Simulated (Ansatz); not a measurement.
Crystal: Bi2Se3 (Paraguanajuatite).

```
CELL_PARAMETERS angstrom
2.07150 1.19598 9.54533
-2.07150 1.19598 9.54533
0.00000 -2.39196 9.54533
ATOMIC_POSITIONS crystal
Bi 0.59920 0.59920 0.59920
Bi 0.40080 0.40080 0.40080
Se 0.78830 0.78830 0.78830
Se 0.21170 0.21170 0.21170
Se 0.00000 0.00000 0.00000
```

Base run:

* Program: Ansatz 0.2.0
* Functional: LDA
* Potentials or basis: Ansatz PAW
* Cutoff: 420 eV (not typed: the program's choice for these potentials)
* k mesh: 8 × 8 × 8
* Occupations: fermi-dirac, width 0.05 eV
* Spin: no spin polarisation

Its results: band gap on the k mesh 0.09 eV, direct; pressure -1.8 GPa; largest force 0.118 eV/Å.

Question: The run is repeated on the same cell with these changes: functional from LDA to PBE. What comes out?

Answer: Band gap on the k mesh 0.22 eV, direct; pressure 2.5 GPa; largest force 0.159 eV/Å.

PBE binds less tightly than LDA, so the same cell stands under more pressure.

Caveats: spin-orbit coupling is left out, which as a rule narrows the gap of such compounds by several tenths of an eV; the density of states is complete only up to the lowest level of the last band computed; the PAW data sets come from PBE, with cores solved anew for the run's functional, which leaves a small shift of forces and pressure (some runs).

A k mesh can miss the band edges.
